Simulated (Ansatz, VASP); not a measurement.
One calculation of PbSe (Clausthalite), two programs

File INCAR:

```
SYSTEM = PbSe
ALGO = Normal
EDIFF = 1E-6
ENCUT = 520
GGA = RE
ISIF = 2
ISMEAR = -1
IVDW = 12
LASPH = .TRUE.
LCHARG = .TRUE.
LELF = .TRUE.
LREAL = .FALSE.
LVHAR = .TRUE.
LWAVE = .FALSE.
NBANDS = 17
NELM = 60
PREC = Accurate
SIGMA = 0.05
```

Contents of KPOINTS:

```
k-points
0
G
  8 8 8
  0 0 0
```

POSCAR

```
PbSe
1.0
    0.0000000000      2.9981702236      2.9981702236
    2.9981702236      0.0000000000      2.9981702236
    2.9981702236      2.9981702236      0.0000000000
Pb Se
1 1
Direct
    0.0000000000      0.0000000000      0.0000000000
    0.5000000000      0.5000000000      0.5000000000
```

input.yaml

```yaml
crystal:
  lattice:
    - [0.0, 2.9981702236, 2.9981702236]
    - [2.9981702236, 0.0, 2.9981702236]
    - [2.9981702236, 2.9981702236, 0.0]
  atoms:
    - { symbol: Pb, position: [0.0, 0.0, 0.0] }
    - { symbol: Se, position: [0.5, 0.5, 0.5] }
hamiltonian:
  xc: revpbe
  pseudopotentials: { kind: paw }
  dispersion: d3bj
kpoints:
  mp_grid: { grid: [8, 8, 8] }
scf:
  occupations: { method: fermi_dirac, width: 0.05 }
output:
  forces: true
  stress: true
  eigenvalues: true
```

Alike in both runs: task single point; functional revPBE; dispersion D3(BJ); k mesh 8 × 8 × 8; occupations fermi-dirac, width 0.05 eV; no spin polarisation.

|  | VASP | Ansatz |
| --- | --- | --- |
| version | VASP 6.6.1 | Ansatz 0.2.0 |
| potentials or method | VASP PAW PBE potentials, release 64 (Pb_d, Se) | Ansatz PAW |
| plane-wave cutoff (eV) | 520 | 420 |
| valence electrons in the cell | 20 | 30 |

|  | VASP | Ansatz | Ansatz less VASP |
| --- | --- | --- | --- |
| gap on the k mesh at the Fermi level (eV) | 0.12 | 0.12 | -0.006 |
| least direct gap on the mesh (eV) | 0.12 | 0.12 | -0.006 |
| pressure (GPa) | 3.3 | 3.3 | +0.02 |
| dispersion energy (meV/atom) | -730.0 | -730.1 | -0.11 |

The two sets of potentials don't hold the same shells in valence.

Caveats: spin-orbit coupling is left out, which as a rule narrows the gap of such compounds by several tenths of an eV; the PAW data sets were made with another functional, which shifts forces and pressure a little (VASP); the PAW data sets come from PBE, with cores solved anew for the run's functional, which leaves a small shift of forces and pressure (Ansatz).
